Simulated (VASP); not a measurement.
Set up this calculation in VASP 6.6.1, as the native input.

```
Task                   : single point
Functional             : PBE
Potentials or basis    : VASP PAW PBE potentials, release 64 (Hg, Se)
Cutoff                 : 520 eV
k mesh                 : 12 × 12 × 12
Occupations            : gaussian, width 0.1 eV
Spin                   : no spin polarisation
Dipole correction      : no
Further INCAR settings : ALGO = Fast; EDIFF = 1e-06; NBANDS = 16
```

The structure of HgSe lies in POSCAR:

```
HgSe
1.0
    0.0000000000      3.1301276958      3.1301276958
    3.1301276958      0.0000000000      3.1301276958
    3.1301276958      3.1301276958      0.0000000000
Hg Se
1 1
Direct
    0.0000000000      0.0000000000      0.0000000000
    0.2500000000      0.2500000000      0.2500000000
```

One way to write it, as run:

INCAR

```
ALGO = Fast
EDIFF = 1E-6
ENCUT = 520
GGA = PE
ISIF = 2
ISMEAR = 0
LASPH = T
LCHARG = F
LREAL = F
LWAVE = F
NBANDS = 16
NELM = 60
PREC = Accurate
SIGMA = 0.1
```

KPOINTS

```
k-points
0
Gamma
  12 12 12
```

Potentials or basis: VASP PAW PBE potentials, release 64 (Hg, Se).

Launch:

```console
$ cat potpaw_PBE.64/Hg/POTCAR potpaw_PBE.64/Se/POTCAR > POTCAR
$ mpirun -np 1 vasp_std > vasp.out
```

It gave:

```
Pressure               : 0.2 GPa
Band gap on the k mesh : none (metal or under the smearing width)
```

Wall time 61 s on 1 thread of Intel(R) Xeon(R) Platinum 8259CL CPU @ 2.50GHz (Skylake/Cascade Lake), with other jobs on the host, peak memory 0.25 GiB.
